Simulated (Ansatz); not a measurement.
# Si(111) with SH on 75 % of the top atoms and H on the rest: bands and core levels, part 3 of 4

What would XPS and angle-resolved spectra of Si(111) with SH on 75 % of the top atoms and H on the rest look like?

Ansatz 0.2.0; DFT, PBE, plane-wave PAW, default files, scalar-relativistic.

So far, gap on the k-mesh (eV): step 2 (relaxing the atoms) 1.06.

## 3. Bands by layer (continued)

The DOS has structure finer than the step of the table below, so its rows give means over 0.5 eV, whole bins alone (the curve runs from -15.6 to 4.45 eV). Peaks (eV: height): total -6.55: 24.6, -3.55: 26.2, 3.45: 23.5, 4.15: 40.6; Si 3p -4.05: 17.3, -2.45: 18.8, -1.95: 17.5, 4.15: 19.8; Si 3s -10.55: 7.49, -9.55: 10.5, -8.95: 11.8, -6.55: 9.51; S 3p -5.55: 3.04, -3.55: 4.49, -1.95: 3.32, -1.35: 4.93; H 1s -5.55: 2.15, -4.05: 3.31, -3.55: 1.92, 4.15: 2.18.

DOS against E, zero at the valence-band maximum; means over each step; values in states/eV/cell:

| E (eV) | total | Si 3p | Si 3s | S 3p | H 1s | S 3s |
| --- | --- | --- | --- | --- | --- | --- |
| -14.5 | 0 | 0 | 0 | 0 | 0 | 0 |
| -14.0 | 1.80 | 0.144 | 0.168 | 0.0391 | 0.313 | 1.12 |
| -13.5 | 9.18 | 0.747 | 0.701 | 0.192 | 1.32 | 6.16 |
| -13.0 | 1.02 | 0.0826 | 0.0721 | 0.0191 | 0.122 | 0.718 |
| -12.5 | 0 | 0 | 0 | 0 | 0 | 0 |
| -12.0 | 0.0105 | 6.4e-4 | 0.00948 | 2.3e-5 | 2.1e-4 | 7.7e-5 |
| -11.5 | 1.67 | 0.221 | 1.39 | 0.00348 | 0.0305 | 0.0114 |
| -11.0 | 2.15 | 0.362 | 1.69 | 0.00713 | 0.0491 | 0.0195 |
| -10.5 | 7.21 | 1.70 | 5.18 | 0.0319 | 0.188 | 0.0702 |
| -10.0 | 5.10 | 1.27 | 3.48 | 0.0448 | 0.204 | 0.0662 |
| -9.5 | 10.5 | 2.81 | 7.26 | 0.0671 | 0.261 | 0.0781 |
| -9.0 | 11.4 | 3.15 | 7.35 | 0.153 | 0.511 | 0.111 |
| -8.5 | 4.91 | 1.48 | 3.08 | 0.0725 | 0.219 | 0.0301 |
| -8.0 | 5.29 | 1.51 | 3.08 | 0.139 | 0.463 | 0.0498 |
| -7.5 | 5.80 | 1.96 | 2.99 | 0.302 | 0.452 | 0.0389 |
| -7.0 | 4.27 | 1.73 | 1.93 | 0.238 | 0.309 | 0.0170 |
| -6.5 | 15.6 | 7.28 | 5.99 | 0.826 | 1.24 | 0.0430 |
| -6.0 | 9.29 | 3.89 | 3.06 | 1.17 | 0.942 | 0.0982 |
| -5.5 | 8.64 | 2.58 | 1.68 | 2.35 | 1.60 | 0.272 |
| -5.0 | 8.07 | 2.80 | 1.43 | 2.11 | 1.13 | 0.472 |
| -4.5 | 5.07 | 2.60 | 0.858 | 0.805 | 0.535 | 0.193 |
| -4.0 | 14.6 | 10.6 | 0.806 | 0.956 | 1.90 | 0.122 |
| -3.5 | 20.3 | 13.6 | 1.48 | 3.28 | 1.42 | 0.293 |
| -3.0 | 17.3 | 13.6 | 0.600 | 2.07 | 0.731 | 0.121 |
| -2.5 | 20.1 | 16.1 | 0.829 | 2.35 | 0.541 | 0.0609 |
| -2.0 | 18.6 | 14.8 | 0.624 | 2.60 | 0.358 | 0.0300 |
| -1.5 | 19.1 | 14.0 | 0.526 | 3.80 | 0.489 | 0.0202 |
| -1.0 | 11.8 | 8.38 | 0.154 | 2.83 | 0.213 | 0.0122 |
| -0.5 | 4.04 | 3.54 | 0.00679 | 0.391 | 0.00651 | 0.00404 |
| 0.0 | 1.18 | 1.07 | 0.00150 | 0.0604 | 0.00177 | 9.6e-4 |
| 0.5 | 0.00413 | 0.00354 | 1.9e-4 | 1.5e-4 | 8.6e-6 | 0 |
| 1.0 | 3.04 | 1.69 | 0.831 | 0.0366 | 0.0431 | 0.00846 |
| 1.5 | 4.54 | 2.37 | 1.24 | 0.116 | 0.0752 | 0.0196 |
| 2.0 | 14.7 | 7.70 | 3.87 | 0.526 | 0.392 | 0.0789 |
| 2.5 | 16.1 | 8.83 | 3.41 | 0.515 | 0.450 | 0.0984 |
| 3.0 | 20.4 | 11.5 | 3.56 | 0.610 | 0.685 | 0.141 |
| 3.5 | 20.5 | 12.6 | 2.40 | 0.472 | 0.962 | 0.0922 |
| 4.0 | 27.1 | 13.4 | 3.20 | 0.917 | 1.49 | 0.135 |

Sums over each group's atoms; a table of it gives point samples, which can step over narrow peaks. Table of DOS of the group by E, zero at the valence-band maximum; 7 of 14 lines; values in states/eV:

```
E (eV)  other layers: Si 3p  adsorbate: S 3p  layer 2: Si 3p  middle: Si 3p  layer 3: Si 3p  layer 1: Si 3p  other layers: Si 3s
   -15                    0                0               0              0               0               0                    0
   -14               1.8e-5          0.00937         0.00579         1.9e-4          6.6e-4          0.0281               1.1e-5
   -13                    0           9.1e-4          6.9e-4              0          1.7e-5         0.00333                    0
   -12                    0                0               0              0               0               0               7.9e-6
   -11               0.0232          0.00335         0.00725         0.0281          0.0219          0.0165                0.204
   -10                0.478           0.0515           0.225          0.200           0.175           0.266                 1.69
    -9                 1.57            0.213           0.756          0.696           0.599           0.924                 4.25
    -8                0.571           0.0602           0.152         0.0633           0.140          0.0530                 1.21
    -7               0.0505           0.0355          0.0458         0.0544          0.0256          0.0540               0.0658
    -6                 1.64             1.37           0.573           1.28            1.34            1.10                 1.53
    -5                0.470             1.93           0.618          0.291           0.575           0.627                0.261
    -4                 9.32            0.798            1.83          0.969           0.928            1.60                0.269
    -3                 5.17             2.16            2.51           2.26            2.22            2.38                0.198
    -2                 6.16             3.19            2.46           3.11            2.86            1.95                0.279
    -1                 2.41             2.87            2.33           1.22            1.19            1.34               0.0287
     0                0.388           0.0712           0.251          0.308           0.273           0.332               1.4e-4
     1                0.318           0.0200           0.183          0.395           0.367           0.230                0.175
     2                 2.43            0.612            1.22           2.02            1.77            1.62                 1.28
     3                 3.22            0.498            1.66           2.54            2.78            2.19                 1.15
     4                 4.38             1.17            2.20           2.40            2.08            2.05                 1.21
```

Simulated valence spectra by photon energy, shown to 13 eV, since a deeper line would dwarf them at some energies; the 100 % can be that line's tail at the edge; this run's widths, added to any smearing of the DOS itself: Gaussian 0.1 eV, Lorentzian 0.05 eV. Intensity against binding energy, zero at the valence-band maximum; values in % of the maximum within 13 eV:

```csv
binding energy (eV),21.2 eV,40.8 eV,1253.6 eV,1486.7 eV,5950 eV
-1.0,0.231,0.252,0.164,0.147,0.0725
-0.5,0.375,0.423,0.264,0.232,0.102
0.0,2.72,4.91,2.50,2.12,0.575
0.5,8.89,12.9,6.93,5.88,1.54
1.0,51.5,43.6,27.1,23.1,6.66
1.5,78.8,66.6,43.5,37.6,12.9
2.0,62.3,63.8,41.7,36.3,14.0
2.5,57.4,67.1,41.7,36.6,15.4
3.0,55.3,63.9,37.1,32.7,14.2
3.5,94.8,95.6,63.2,57.2,32.5
4.0,51.6,52.0,29.9,27.0,14.4
4.5,17.6,20.4,14.3,13.5,10.1
5.0,56.0,56.9,36.5,34.4,26.1
5.5,80.3,73.3,40.1,37.6,27.3
6.0,49.1,61.8,51.5,49.8,43.2
6.5,52.1,80.4,77.7,76.0,69.0
7.0,6.32,10.6,10.3,10.1,9.29
7.5,15.3,28.8,27.9,27.5,26.0
8.0,10.1,18.5,24.0,24.0,24.1
8.5,6.44,20.0,26.7,26.7,26.7
9.0,25.3,72.6,91.4,91.4,91.4
9.5,15.6,54.2,78.6,78.8,79.8
10.0,9.06,28.1,36.0,36.0,36.3
10.5,11.4,38.5,54.9,55.1,56.3
11.0,1.66,6.37,9.52,9.59,9.89
11.5,-,5.79,9.43,9.53,9.94
12.0,-,0.762,0.870,0.870,0.879
12.5,-,1.13,1.10,1.09,1.10
```

Maxima picked by a test of local sharpness, so broad peaks and shoulders can be missing; peaks within 0.45 eV of a curve's cut are left out. Valence peaks, by row, the first 40 of 70 rows:

| photon energy (eV) | binding energy (eV) | height (% of the maximum within 13 eV) | main shell | its share (%) |
| --- | --- | --- | --- | --- |
| 21.2 | 8.975 | 27.6 | Si 3s | 38.9 |
| 21.2 | 8.225 | 25.35 | H 1s | 46.49 |
| 21.2 | 7.325 | 29.55 | H 1s | 45.93 |
| 21.2 | 6.575 | 58.68 | H 1s | 44.06 |
| 21.2 | 5.975 | 51.53 | H 1s | 44.21 |
| 21.2 | 5.575 | 88.09 | H 1s | 48.29 |
| 21.2 | 5.125 | 57.63 | S 3p | 50.78 |
| 21.2 | 4.825 | 64.02 | S 3p | 53.46 |
| 21.2 | 4.075 | 55.63 | H 1s | 57.21 |
| 21.2 | 3.525 | 100 | S 3p | 59.84 |
| 21.2 | 2.825 | 69.08 | S 3p | 56.2 |
| 21.2 | 2.425 | 59.02 | S 3p | 62.56 |
| 21.2 | 1.975 | 65.24 | S 3p | 69.64 |
| 21.2 | 1.375 | 88.26 | S 3p | 77.01 |
| 40.8 | 13.37 | 179.5 | S 3s | 73.69 |
| 40.8 | 9.625 | 67.5 | Si 3s | 75.31 |
| 40.8 | 8.975 | 79.22 | Si 3s | 72.17 |
| 40.8 | 8.225 | 55.88 | Si 3s | 66.13 |
| 40.8 | 6.575 | 96.67 | Si 3s | 46.65 |
| 40.8 | 5.975 | 65.72 | Si 3s | 34.57 |
| 40.8 | 5.575 | 78.91 | H 1s | 46.5 |
| 40.8 | 5.125 | 56.06 | H 1s | 38.89 |
| 40.8 | 4.825 | 66.63 | H 1s | 31.43 |
| 40.8 | 3.525 | 100 | Si 3p | 44.71 |
| 40.8 | 2.775 | 75.47 | Si 3p | 56.1 |
| 40.8 | 2.425 | 70.38 | Si 3p | 64.34 |
| 40.8 | 1.975 | 66.87 | Si 3p | 60.26 |
| 40.8 | 1.425 | 69.6 | Si 3p | 48.16 |
| 1254 | 13.37 | 165.1 | S 3s | 93.7 |
| 1254 | 10.57 | 62.98 | Si 3s | 91.65 |
| 1254 | 9.575 | 92.11 | Si 3s | 91.51 |
| 1254 | 8.975 | 100 | Si 3s | 90.12 |
| 1254 | 8.225 | 66.01 | Si 3s | 88.07 |
| 1254 | 7.325 | 57.29 | Si 3s | 85.33 |
| 1254 | 6.575 | 95.12 | Si 3s | 79.03 |
| 1254 | 5.975 | 54.93 | Si 3s | 70.04 |
| 1254 | 4.825 | 44.34 | Si 3s | 33.22 |
| 1254 | 3.525 | 66.48 | S 3p | 31.2 |
| 1254 | 2.775 | 44.82 | Si 3p | 45.12 |
| 1254 | 2.425 | 44.55 | Si 3p | 50.65 |

From the valence-band maximum. Table of planar mean, electrostatic potential by z:

z (Å), planar mean, electrostatic potential (eV) and a bar from the least value:
```
      0.0        4.9 #############################
      0.5        4.8 #############################
      1.0        4.7 #############################
      1.5        4.6 #############################
      2.0        4.6 #############################
      2.5        4.6 #############################
      3.0        4.6 #############################
      3.5        4.6 #############################
      4.0        4.6 #############################
      4.5        4.6 #############################
      5.0        4.6 #############################
      5.5        4.6 #############################
      6.0        4.5 #############################
      6.5        4.0 ############################
      7.0        2.1 ########################
      7.5        1.8 ########################
      8.0       -4.1 #############
      8.5       -9.8 ###
      9.0      -11.1 
      9.5       -6.9 ########
     10.0        0.0 ####################
     10.5        2.0 ########################
     11.0       -2.0 #################
     11.5       -8.5 #####
     12.0      -11.3 
     12.5       -8.6 #####
     13.0       -2.1 #################
     13.5        2.0 ########################
     14.0        0.1 #####################
     14.5       -6.7 ########
     15.0      -10.9 #
     15.5       -9.9 ##
     16.0       -4.4 ############
     16.5        1.6 #######################
     17.0        1.3 #######################
     17.5       -1.9 #################
     18.0       -2.1 #################
     18.5        2.7 #########################
     19.0        4.7 #############################
     19.5        5.1 ##############################
     20.0        5.2 ##############################
     20.5        5.2 ##############################
     21.0        5.2 ##############################
     21.5        5.2 ##############################
     22.0        5.2 ##############################
     22.5        5.2 ##############################
     23.0        5.2 ##############################
     23.5        5.2 ##############################
     24.0        5.1 ##############################
     24.5        5.0 ##############################
```

The intensity has structure finer than the step of the table below, so its rows give means over 1 eV, whole bins alone (the curve runs from -15.6 to 1.45 eV). Peaks (eV: height): S K-beta -1.5: 100.0; S K-beta, E along x -5.3: 76.8, -1.4: 134; S K-beta, E along y -5.2: 80.1, -1.4: 127; S K-beta, E along z -3.3: 141; S L2,3 -13.4: 99.3.

Shapes are the site's partial DOS without matrix elements, which overweights lines from ligand s bands. Intensity against emission energy less the core level's binding energy, zero at the valence-band maximum; means over each step; 7 of 10 lines; values in % of the unpolarised maximum:

```csv
emission energy less the core level's binding energy (eV),S K-beta,"S K-beta, E along x","S K-beta, E along y","S K-beta, E along z","S L2,3",Si K-beta,"Si K-beta, E along x"
-15,0.700,0.627,0.691,0.782,1.31,0.572,0.431
-14,2.39,2.00,2.35,2.83,50.7,1.97,0.879
-13,2.43,2.06,2.31,2.91,50.3,2.17,1.13
-12,1.18,0.998,1.05,1.48,1.27,1.90,1.77
-11,1.72,1.20,1.26,2.70,1.01,6.03,6.16
-10,3.29,1.88,2.00,6.00,1.93,13.0,13.8
-9,5.61,3.17,3.34,10.3,2.00,16.9,18.6
-8,9.38,6.19,6.37,15.6,1.20,14.6,16.4
-7,21.1,17.8,19.2,26.2,0.967,24.8,24.3
-6,47.7,53.5,54.4,35.3,3.54,29.4,27.3
-5,60.2,68.0,73.3,39.3,8.52,29.0,26.2
-4,62.1,44.2,45.5,96.6,5.05,63.1,59.4
-3,82.8,64.6,62.4,122,3.70,92.3,91.3
-2,93.5,114,110,56.8,1.05,94.9,97.5
-1,75.7,104,98.3,24.4,0.342,58.4,63.5
0,19.7,27.2,25.6,6.18,0.0720,18.5,23.5
```

Sums over each group's atoms; left-over states aren't shared out by site. Site centres, by row:

```csv
group,element,shell,occupied states,centre of occupied part (eV),centre up to the window's top (eV)
adsorbate,S,3s,5.116,-11.76,-10.87
adsorbate,S,3p,13.45,-3.446,-2.663
adsorbate,H,1s,3.61,-7.274,-4.686
layer 1,Si,3s,4.674,-8.227,-5.127
layer 1,Si,3p,10.45,-4.243,-1.588
layer 2,Si,3s,4.768,-7.819,-5.091
layer 2,Si,3p,11.25,-3.642,-1.449
layer 3,Si,3s,4.74,-7.898,-5.015
layer 3,Si,3p,11.12,-3.723,-1.396
middle,Si,3s,4.733,-7.91,-4.969
middle,Si,3p,11.12,-3.723,-1.391
other layers,Si,3s,9.303,-8.046,-5.157
other layers,Si,3p,22.05,-3.686,-1.403
other layers,H,1s,4.166,-5.134,-3.113
```

Window up to 4.5 eV. Shell moments, by row:

```csv
element,shell,occupied states an atom,centre of occupied part (eV),rms width of occupied part (eV),centre up to the window's top (eV),rms width up to the window's top (eV)
S,3s,1.705,-11.76,3.482,-10.87,4.888
S,3p,4.485,-3.446,2.154,-2.663,2.963
H,1s,0.972,-6.128,3.353,-3.843,5.043
Si,3s,1.176,-7.99,2.416,-5.085,5.269
Si,3p,2.75,-3.779,2.605,-1.438,3.955
```

The spectra weight each projected shell by its atomic cross section (Dirac–Hartree–Slater) and angular factor, for linear light with the analyser at 30° from the polarisation. Broadening, on top of any smearing of the DOS itself: a Gaussian of 0.1 eV and a Lorentzian of 0.05 eV plus 0 times the binding energy (full widths), Fermi edge at 300 K. Each atom is damped by exp[−depth/(λ cos θ)], θ = 0° from the normal, λ from the universal curve. Curves are cut 10 eV under the photon energy, above any shell that the free atom's threshold puts out of reach, or at the lower edge of the window: 11.2 eV at 21.2 eV, 15.7 eV at 40.8 eV, 15.7 eV at 1253.6 eV, 15.7 eV at 1486.7 eV and 15.7 eV at 5950 eV. Dipole terms alone, which is rough above 3 keV; no background, satellites or final-state effects.

Share of each shell in the spectrum's area (%), by photon energy:

```csv
shell,21.2 eV,40.8 eV,1253.6 eV,1486.7 eV,5950 eV
S 3s,0.0,15.7,21.6,22.6,27.9
S 3p,49.8,12.6,13.2,11.6,3.2
H 1s,29.7,17.3,0.1,0.1,0.0
Si 3s,7.3,25.8,48.8,51.4,65.0
Si 3p,13.2,28.6,16.3,14.3,3.9
```

Cross sections used, in Mb an electron:

```csv
shell,21.2 eV,40.8 eV,1253.6 eV,1486.7 eV,5950 eV
S 3s,-,0.21,0.0014,9.8e-4,3.4e-5
S 3p,1.1,0.14,4.3e-4,2.5e-4,2.5e-6
H 1s,1.9,0.29,5.4e-6,3.0e-6,2.7e-8
Si 3s,0.13,0.19,7.8e-4,5.3e-4,1.6e-5
Si 3p,0.15,0.14,1.5e-4,8.8e-5,7.5e-7
```

Regions along c: top from 15.2 to 21.9 Å, middle from 9.8 to 15.1 Å, bottom from 3.0 to 9.8 Å.

The largest force component on a free atom is 0.029 eV/Å, so the atoms are at rest for these settings too.

(Part 3 of 4 ends here.)

[Logs are printed without paths, hosts, clocks, repeated set-up lines and the standing remarks that a program may print on its own settings, such as how far it seeks lower states.]

[Hosts, paths, dates, database ids (printed as entryN), source tags and the programs' standing remarks are cut or masked in the printed files.]

[Maps of the electrostatic potential energy from Ansatz leave out the sawtooth potential of an applied field or a dipole correction, so their vacuum need not be flat; work functions include it.]
